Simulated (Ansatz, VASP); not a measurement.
Sn: VASP beside Ansatz

Contents of INCAR:

```
  PREC = Accurate
  ENCUT = 520
  EDIFF = 1E-6
  ISMEAR = -1
  SIGMA = 0.03
  LREAL = F
  LASPH = T
  NELM = 100
  ALGO = Normal
  ISIF = 2
  LWAVE = F
  LCHARG = F
  GGA = PE
  NBANDS = 21
```

KPOINTS

```
Automatic mesh
0
Gamma
  9 9 9
```

File POSCAR:

```
Sn
1.0
    0.0000000000      3.2954075134      3.1482320000
    3.2954075134      0.0000000000      3.1482320000
    3.2954075134      3.2954075134      0.0000000000
Sn
2
Direct
    0.5000000000      0.5000000000      0.5000000000
    0.7500000000      0.7500000000      0.7500000000
```

Input for Ansatz:

```yaml
crystal:
  lattice:
    - [0.0, 3.2954075134, 3.148232]
    - [3.2954075134, 0.0, 3.148232]
    - [3.2954075134, 3.2954075134, 0.0]
  atoms:
    - { symbol: Sn, position: [0.5, 0.5, 0.5] }
    - { symbol: Sn, position: [0.75, 0.75, 0.75] }
kpoints:
  mp_grid: { grid: [9, 9, 9] }
scf:
  occupations: { method: fermi_dirac, width: 0.03 }
hamiltonian:
  xc: pbe
  pseudopotentials: { kind: all_electron, lapw: { basis_error: 0.00025 } }
output:
  forces: true
  stress: true
  eigenvalues: true
```

Change from the starting cell: z stretched by -3 % at fixed volume.

Alike in both runs: task single point; functional PBE; k mesh 9 × 9 × 9; occupations fermi-dirac, width 0.03 eV; no spin polarisation.

|  | VASP | Ansatz |
| --- | --- | --- |
| version | VASP 6.6.1 | Ansatz 0.2.0 |
| potentials or method | VASP PAW PBE potentials, release 64 (Sn_d) | all-electron LAPW, scalar-relativistic |
| plane-wave cutoff (eV) | 520 | see its input |

VASP gave:

* pressure (GPa): 3.1
* largest component of the traceless stress (GPa): 0.81

Question: Estimate Ansatz's values.

Answer: Pressure (GPa): 3.2; largest component of the traceless stress (GPa): 0.81.

Ansatz ran all-electron here, so the differences hold the error of VASP's frozen core and of both bases.
